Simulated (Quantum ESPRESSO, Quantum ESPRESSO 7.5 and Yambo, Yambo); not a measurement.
# Quasiparticle gap of BN (Qingsongite) in Yambo

How does a plane-wave GW calculation on BN (Qingsongite) run from the first input to the gap?

Calculated with Quantum ESPRESSO 7.5 and Yambo 5.3.0; PBE and many-body steps on it, plane waves.

**1. Starting point**

The structure is cubic, space group F-43m (No. 216). Conventional cell: a = 3.615 Å, b = 3.615 Å, c = 3.615 Å, α = 90.00°, β = 90.00°, γ = 90.00°. B has 4 N at 1.57 Å nearest. Nearest to N lie 4 B at 1.57 Å. Farther neighbours and most contacts between anions are not listed.

The cell and positions come from the Crystallography Open Database and are kept as given unless a step says otherwise.

**2. Ground state**

This step: Quantum ESPRESSO 7.5; DFT, PBE, plane waves, norm-conserving pseudopotentials.

The ground-state density comes first.

Input file pw.in:

```
&control
  calculation = 'scf'
  prefix = 'x'
  outdir = 'o'
  pseudo_dir = 'pseudo'
/
&system
  ibrav = 0
  nat = 2
  ntyp = 2
  ecutwfc = 72.0
  nbnd = 9
  force_symmorphic = .true.
/
&electrons
  conv_thr = 1e-10
  electron_maxstep = 80
  mixing_beta = 0.5
/
ATOMIC_SPECIES
  B 10.81 B.upf
  N 14.007 N.upf
CELL_PARAMETERS angstrom
  -0.0000000000 1.8075000000 1.8075000000
  1.8075000000 0.0000000000 1.8075000000
  1.8075000000 1.8075000000 -0.0000000000
ATOMIC_POSITIONS crystal
  B 0.0000000000 0.0000000000 0.0000000000
  N 0.2500000000 0.2500000000 0.2500000000
K_POINTS automatic
  10 10 10 0 0 0
```

On the command line:

```sh
$ OMP_NUM_THREADS=1 mpirun -n 4 pw.x -nk 4 -in pw.in > pw.out
```

Output:

```text
Program PWSCF v.7.5 starts

     This program is part of the open-source Quantum ESPRESSO suite
     for quantum simulation of materials; please cite
         "P. Giannozzi et al., J. Phys.:Condens. Matter 21 395502 (2009);
         "P. Giannozzi et al., J. Phys.:Condens. Matter 29 465901 (2017);
         "P. Giannozzi et al., J. Chem. Phys. 152 154105 (2020);
     in publications or presentations arising from this work. More details at
     Message from routine setup:
     using ibrav=0 with symmetry is DISCOURAGED, use correct ibrav instead

     G-vector sticks info

     bravais-lattice index     =            0
     lattice parameter (alat)  =       4.8305  a.u.
     unit-cell volume          =      79.7006 (a.u.)^3
     number of atoms/cell      =            2
     number of atomic types    =            2
     number of electrons       =         8.00
     number of Kohn-Sham states=            9
     kinetic-energy cutoff     =      72.0000  Ry
     charge density cutoff     =     288.0000  Ry
     scf convergence threshold =      1.0E-10
     mixing beta               =       0.5000
     number of iterations used =            8  plain     mixing
     Exchange-correlation= PBE
                           (   1   4   3   4   0   0   0)

     celldm(1)=   4.830501  celldm(2)=   0.000000  celldm(3)=   0.000000
     celldm(4)=   0.000000  celldm(5)=   0.000000  celldm(6)=   0.000000

     crystal axes: (cart. coord. in units of alat)
               a(1) = (  -0.000000   0.707107   0.707107 )
               a(2) = (   0.707107   0.000000   0.707107 )
               a(3) = (   0.707107   0.707107  -0.000000 )

     reciprocal axes: (cart. coord. in units 2 pi/alat)
               b(1) = ( -0.707107  0.707107  0.707107 )
               b(2) = (  0.707107 -0.707107  0.707107 )
               b(3) = (  0.707107  0.707107 -0.707107 )
     Pseudo is Norm-conserving + core correction, Zval =  3.0
     Generated using ONCVPSP code by D. R. Hamann
     Using radial grid of 1534 points,  4 beta functions with:
     Pseudo is Norm-conserving + core correction, Zval =  5.0
     Generated using ONCVPSP code by D. R. Hamann
     Using radial grid of 1058 points,  4 beta functions with:
     B                 3.00    10.81000     B ( 1.00)
     N                 5.00    14.00700     N ( 1.00)

     24 Sym. Ops. (no inversion) found

   Cartesian axes

     site n.     atom                  positions (alat units)
         1        B      tau(   1) = (   0.0000000   0.0000000   0.0000000  )
         2        N      tau(   2) = (   0.3535534   0.3535534   0.3535534  )

     number of k points=    47
                       cart. coord. in units 2pi/alat
        k(    1) = (   0.0000000   0.0000000   0.0000000), wk =   0.0020000
        k(    2) = (   0.0707107   0.0707107  -0.0707107), wk =   0.0160000
        k(    3) = (   0.1414214   0.1414214  -0.1414214), wk =   0.0160000
        k(    4) = (   0.2121320   0.2121320  -0.2121320), wk =   0.0160000
        k(    5) = (   0.2828427   0.2828427  -0.2828427), wk =   0.0160000
        k(    6) = (  -0.3535534  -0.3535534   0.3535534), wk =   0.0080000
        k(    7) = (   0.1414214  -0.0000000   0.0000000), wk =   0.0120000
        k(    8) = (   0.2121320   0.0707107  -0.0707107), wk =   0.0480000
        k(    9) = (   0.2828427   0.1414214  -0.1414214), wk =   0.0480000
        k(   10) = (   0.3535534   0.2121320  -0.2121320), wk =   0.0480000
     [... 35 further rows ...]
        k(   46) = (  -0.0707107  -0.3535534   0.6363961), wk =   0.0480000
        k(   47) = (  -0.7071068   0.2828427   0.0000000), wk =   0.0240000

     Dense  grid:     6615 G-vectors     FFT dimensions: (  27,  27,  27)

     Initial potential from superposition of free atoms

     starting charge       7.9997, renormalised to       8.0000
     Starting wfcs are    8 randomized atomic wfcs +    1 random wfcs

     per-process dynamical memory:     9.5 Mb

     Self-consistent Calculation

     iteration #  1     ecut=    72.00 Ry     beta= 0.50

     total energy              =     -26.76617838 Ry
     estimated scf accuracy    <       0.21319777 Ry

     iteration #  2     ecut=    72.00 Ry     beta= 0.50

     total energy              =     -26.80345313 Ry
     estimated scf accuracy    <       0.02067927 Ry

     iteration #  3     ecut=    72.00 Ry     beta= 0.50

     total energy              =     -26.80510279 Ry
     estimated scf accuracy    <       0.00335413 Ry

     iteration #  4     ecut=    72.00 Ry     beta= 0.50

     total energy              =     -26.80524845 Ry
     estimated scf accuracy    <       0.00004919 Ry

     iteration #  5     ecut=    72.00 Ry     beta= 0.50

     total energy              =     -26.80525910 Ry
     estimated scf accuracy    <       0.00000712 Ry

     iteration #  6     ecut=    72.00 Ry     beta= 0.50

     total energy              =     -26.80526036 Ry
     estimated scf accuracy    <       0.00000002 Ry

     iteration #  7     ecut=    72.00 Ry     beta= 0.50

     total energy              =     -26.80526038 Ry
     estimated scf accuracy    <       0.00000002 Ry

     iteration #  8     ecut=    72.00 Ry     beta= 0.50

     total energy              =     -26.80526038 Ry
     estimated scf accuracy    <          2.6E-10 Ry

     iteration #  9     ecut=    72.00 Ry     beta= 0.50

     End of self-consistent calculation

          k = 0.0000 0.0000 0.0000 (   869 PWs)   bands (ev):

    -9.0548  11.1555  11.1555  11.1555  20.0337  20.0337  20.0337  21.5215
    35.9011

          k = 0.0707 0.0707-0.0707 (   845 PWs)   bands (ev):

    -8.8117   9.8911  10.9021  10.9021  20.3025  20.4162  20.4162  22.3128
    35.6286

          k = 0.1414 0.1414-0.1414 (   827 PWs)   bands (ev):

    -8.0960   7.1806  10.3308  10.3308  20.6759  21.2102  21.2102  23.9653
    34.9452

          k = 0.2121 0.2121-0.2121 (   827 PWs)   bands (ev):

     [... further k-points ...]

     highest occupied, lowest unoccupied level (ev):    11.1555   15.6904

!    total energy              =     -26.80526038 Ry
     estimated scf accuracy    <          4.0E-11 Ry

     The total energy is the sum of the following terms:
     one-electron contribution =       4.69584400 Ry
     hartree contribution      =       3.58366423 Ry
     xc contribution           =      -8.74398271 Ry
     ewald contribution        =     -26.34078590 Ry

     convergence has been achieved in   9 iterations

     XML data file, charge density, pseudopotentials, collected wavefunctions

=------------------------------------------------------------------------------=
   JOB DONE.
=------------------------------------------------------------------------------=
```

It took 2.3 s on 4 MPI ranks of Arm Neoverse V1, shared host; peak memory 0.17 GiB; 8.8 s of CPU time.

This step gave:

| Quantity | Value |
| --- | --- |
| total energy | -364.7041 eV |
| gap | 4.535 eV |
| k of the valence top | 0, 0, 0 |
| k of the conduction bottom | 0, -0.5, -0.5 |
| least direct gap | 8.878 eV |

The gap is indirect, with the least direct gap 4.34 eV higher.

**3. Bands along the symmetry lines**

The cheap functional maps the bands first; the places of the edges decide which points the dearer methods must see.

Input file pw.in:

```
&control
  calculation = 'bands'
  prefix = 'x'
  outdir = 'o'
  pseudo_dir = 'pseudo'
/
&system
  ibrav = 0
  nat = 2
  ntyp = 2
  ecutwfc = 72.0
  nbnd = 10
  force_symmorphic = .true.
/
&electrons
  conv_thr = 1e-9
  electron_maxstep = 80
  diago_full_acc = .true.
  diago_thr_init = 5e-6
/
ATOMIC_SPECIES
  B 10.81 B.upf
  N 14.007 N.upf
CELL_PARAMETERS angstrom
  -0.0000000000 1.8075000000 1.8075000000
  1.8075000000 0.0000000000 1.8075000000
  1.8075000000 1.8075000000 -0.0000000000
ATOMIC_POSITIONS crystal
  B 0.0000000000 0.0000000000 0.0000000000
  N 0.2500000000 0.2500000000 0.2500000000
K_POINTS crystal
  50
  0.00000000 0.00000000 0.00000000 1
  -0.06250000 -0.06250000 0.00000000 1
  -0.12500000 -0.12500000 0.00000000 1
  -0.18750000 -0.18750000 0.00000000 1
  -0.25000000 -0.25000000 0.00000000 1
  -0.31250000 -0.31250000 0.00000000 1
  -0.37500000 -0.37500000 0.00000000 1
  -0.43750000 -0.43750000 0.00000000 1
  -0.50000000 -0.50000000 0.00000000 1
  -0.48437500 -0.48437500 0.03125000 1
  -0.46875000 -0.46875000 0.06250000 1
  -0.45312500 -0.45312500 0.09375000 1
  -0.43750000 -0.43750000 0.12500000 1
  -0.42187500 -0.42187500 0.15625000 1
  -0.40625000 -0.40625000 0.18750000 1
  -0.39062500 -0.39062500 0.21875000 1
  -0.37500000 -0.37500000 0.25000000 1
  -0.37500000 0.00000000 0.37500000 1
  -0.32812500 0.00000000 0.32812500 1
  -0.28125000 0.00000000 0.28125000 1
  -0.23437500 0.00000000 0.23437500 1
  -0.18750000 0.00000000 0.18750000 1
  -0.14062500 0.00000000 0.14062500 1
  -0.09375000 0.00000000 0.09375000 1
  -0.04687500 0.00000000 0.04687500 1
  0.00000000 0.00000000 0.00000000 1
  0.00000000 0.00000000 0.06250000 1
  0.00000000 0.00000000 0.12500000 1
  0.00000000 0.00000000 0.18750000 1
  0.00000000 0.00000000 0.25000000 1
  0.00000000 0.00000000 0.31250000 1
  0.00000000 0.00000000 0.37500000 1
  0.00000000 0.00000000 0.43750000 1
  -0.00000000 -0.00000000 0.50000000 1
  -0.06250000 -0.03125000 0.46875000 1
  -0.12500000 -0.06250000 0.43750000 1
  -0.18750000 -0.09375000 0.40625000 1
  -0.25000000 -0.12500000 0.37500000 1
  -0.31250000 -0.15625000 0.34375000 1
  -0.37500000 -0.18750000 0.31250000 1
  -0.43750000 -0.21875000 0.28125000 1
  -0.50000000 -0.25000000 0.25000000 1
  -0.50000000 -0.28125000 0.21875000 1
  -0.50000000 -0.31250000 0.18750000 1
  -0.50000000 -0.34375000 0.15625000 1
  -0.50000000 -0.37500000 0.12500000 1
  -0.50000000 -0.40625000 0.09375000 1
  -0.50000000 -0.43750000 0.06250000 1
  -0.50000000 -0.46875000 0.03125000 1
  -0.50000000 -0.50000000 0.00000000 1
```

Output:

```text
[banner, memory and clock lines left out]
Program PWSCF v.7.5 starts

     Atomic positions and unit cell read from directory:
     o/x.save/

     Message from routine setup:
     using ibrav=0 with symmetry is DISCOURAGED, use correct ibrav instead

     G-vector sticks info

     bravais-lattice index     =            0
     lattice parameter (alat)  =       4.8305  a.u.
     unit-cell volume          =      79.7006 (a.u.)^3
     number of atoms/cell      =            2
     number of atomic types    =            2
     number of electrons       =         8.00
     number of Kohn-Sham states=           10
     kinetic-energy cutoff     =      72.0000  Ry
     charge density cutoff     =     288.0000  Ry
     Exchange-correlation= PBE
                           (   1   4   3   4   0   0   0)

     celldm(1)=   4.830501  celldm(2)=   0.000000  celldm(3)=   0.000000
     celldm(4)=   0.000000  celldm(5)=   0.000000  celldm(6)=   0.000000

     crystal axes: (cart. coord. in units of alat)
               a(1) = (  -0.000000   0.707107   0.707107 )
               a(2) = (   0.707107   0.000000   0.707107 )
               a(3) = (   0.707107   0.707107  -0.000000 )

     reciprocal axes: (cart. coord. in units 2 pi/alat)
               b(1) = ( -0.707107  0.707107  0.707107 )
               b(2) = (  0.707107 -0.707107  0.707107 )
               b(3) = (  0.707107  0.707107 -0.707107 )
     Pseudo is Norm-conserving + core correction, Zval =  3.0
     Generated using ONCVPSP code by D. R. Hamann
     Using radial grid of 1534 points,  4 beta functions with:
     Pseudo is Norm-conserving + core correction, Zval =  5.0
     Generated using ONCVPSP code by D. R. Hamann
     Using radial grid of 1058 points,  4 beta functions with:
     B                 3.00    10.81000     B ( 1.00)
     N                 5.00    14.00700     N ( 1.00)

     24 Sym. Ops. (no inversion) found

   Cartesian axes

     site n.     atom                  positions (alat units)
         1        B      tau(   1) = (   0.0000000   0.0000000   0.0000000  )
         2        N      tau(   2) = (   0.3535534   0.3535534   0.3535534  )

     number of k points=    50
                       cart. coord. in units 2pi/alat
        k(    1) = (   0.0000000   0.0000000   0.0000000), wk =   0.0400000
        k(    2) = (   0.0000000   0.0000000  -0.0883883), wk =   0.0400000
        k(    3) = (   0.0000000   0.0000000  -0.1767767), wk =   0.0400000
[...]
[... 38 further rows ...]
        k(   49) = (   0.0441942  -0.0000000  -0.7071068), wk =   0.0400000
        k(   50) = (   0.0000000   0.0000000  -0.7071068), wk =   0.0400000

     Dense  grid:     6615 G-vectors     FFT dimensions: (  27,  27,  27)

     The potential is recalculated from file :
     o/x.save/charge-density

     Starting wfcs are    8 randomized atomic wfcs +    2 random wfcs

     Band Structure Calculation

     End of band structure calculation

          k = 0.0000 0.0000 0.0000 (   869 PWs)   bands (ev):

    -9.0548  11.1555  11.1555  11.1555  20.0337  20.0337  20.0337  21.5215
    35.9011  39.2726

          k = 0.0000 0.0000-0.0884 (   857 PWs)   bands (ev):

    -8.9278  10.8155  10.8352  10.8352  19.8241  20.4590  20.4590  21.9020
    35.1423  36.7893

          k = 0.0000 0.0000-0.1768 (   841 PWs)   bands (ev):

    -8.5501   9.9089  10.0461  10.0461  19.3628  21.5586  21.5586  22.6749
    32.1816  37.0834

          k = 0.0000-0.0000-0.2652 (   829 PWs)   bands (ev):

[...]
k = 0.0000 0.0000-0.3536 (   833 PWs)   bands (ev):

[...]
k =-0.0000 0.0000-0.4419 (   829 PWs)   bands (ev):

[...]
k = 0.0000-0.0000-0.5303 (   817 PWs)   bands (ev):

[...]
k = 0.0000-0.0000-0.6187 (   810 PWs)   bands (ev):

[...]
k = 0.0000 0.0000 0.0000 (   869 PWs)   bands (ev):

[...]
k = 0.2652 0.0000-0.7071 (   812 PWs)   bands (ev):

[...]
k = 0.0884-0.0000-0.7071 (   814 PWs)   bands (ev):

[...]
k = 0.0442-0.0000-0.7071 (   806 PWs)   bands (ev):

    -3.4542   2.2754   6.1761   6.1910  15.8382  20.6095  28.9582  29.0458
    31.8558  38.3072

          k = 0.0000 0.0000-0.7071 (   806 PWs)   bands (ev):

    -3.4651   2.2487   6.2483   6.2483  15.6904  20.4971  29.0656  29.0656
    31.9168  38.3936

     XML data file, pseudopotentials, collected wavefunctions
```

Wall time 1.4 s (4 MPI ranks); peak memory 0.05 GiB.

Numbers from this step:

| Quantity | Value |
| --- | --- |
| gap | 4.535 eV |
| k of the valence top | 0, 0, 0 |
| k of the conduction bottom | -0.5, -0.5, 0 |
| least direct gap | 8.878 eV |

The gap is 4.535 eV, as in the run before at this level.

Electronic bands along the path, in eV, zero at the top of the highest filled band; v1 is the highest filled band, c1 the lowest empty one:

```csv
point,v4,v3,v2,v1,c1,c2,c3,c4
Γ,-20.21,0.00,0.00,0.00,8.88,8.88,8.88,10.37
halfway,-18.25,-3.97,-3.01,-3.01,6.86,11.62,13.48,13.48
X,-14.62,-8.91,-4.91,-4.91,4.53,9.34,17.91,17.91
halfway,-14.55,-8.69,-5.96,-4.69,5.49,10.28,17.32,17.54
U,-14.54,-8.12,-7.66,-4.08,6.98,12.95,15.84,16.68
jump to K,-14.54,-8.12,-7.66,-4.08,6.98,12.95,15.84,16.68
halfway,-18.03,-5.73,-3.91,-1.12,10.71,10.76,11.24,13.58
Γ,-20.21,0.00,0.00,0.00,8.88,8.88,8.88,10.37
halfway,-18.73,-5.47,-1.13,-1.13,9.70,10.40,10.40,13.57
L,-15.99,-10.68,-1.94,-1.94,10.21,10.78,10.78,15.26
halfway,-15.29,-9.69,-4.82,-3.45,9.66,11.24,14.40,15.79
W,-14.31,-7.58,-6.96,-6.50,9.65,13.35,14.61,14.69
halfway,-14.47,-8.49,-5.77,-5.71,6.58,11.00,16.25,17.43
X,-14.62,-8.91,-4.91,-4.91,4.53,9.34,17.91,17.91
```

The electronic bands as a text plot (rows in eV, shown from -8.0 to 10.5 only):

```
   10.1 |+ ++     +    +      ++ ++++ ++   +++++++++++        ++
    9.4 | +        ++++     ++     +++  +++++         ++++++    +
    8.6 |++                           ++                    +
    7.8 |  +++             +
    7.1 |     ++          +
    6.3 |       ++       +                                   +
    5.5 |         +    ++                                     +
    4.7 |          ++++                                        ++
    4.0 |
    3.2 |
    2.4 |
    1.7 |
    0.9 |
    0.1 |*                         ******
   -0.7 | *                      **  *  ****
   -1.4 |  **                   *  **       ****
   -2.2 |    *                ** ****    **     *****
   -3.0 |     **            **                      **
   -3.8 |     ****        **    ***        *         **
   -4.5 |         ********                            **
   -5.3 |       **    *       **            *           *     ***
   -6.1 |              **   **  *                      * * ***
   -6.8 |         *           **                        ****
   -7.6 |                ***                 **          ***
         Γ           X  U|K            Γ         L        W     X
```

[end of part 1 of 3]

[Paths, hosts, dates, memory and timing lines, banners, echoed tables and standing remarks are left out of the program output.]

[Logs are printed without paths, hosts, clocks, repeated set-up lines and the standing remarks that a program may print on its own settings, such as how far it seeks lower states.]

[Runs of the session that timed out or met a known fault of the program may be left out.]

[Hosts, paths, dates, database ids (printed as entryN), source tags and the programs' standing remarks are cut or masked in the printed files.]
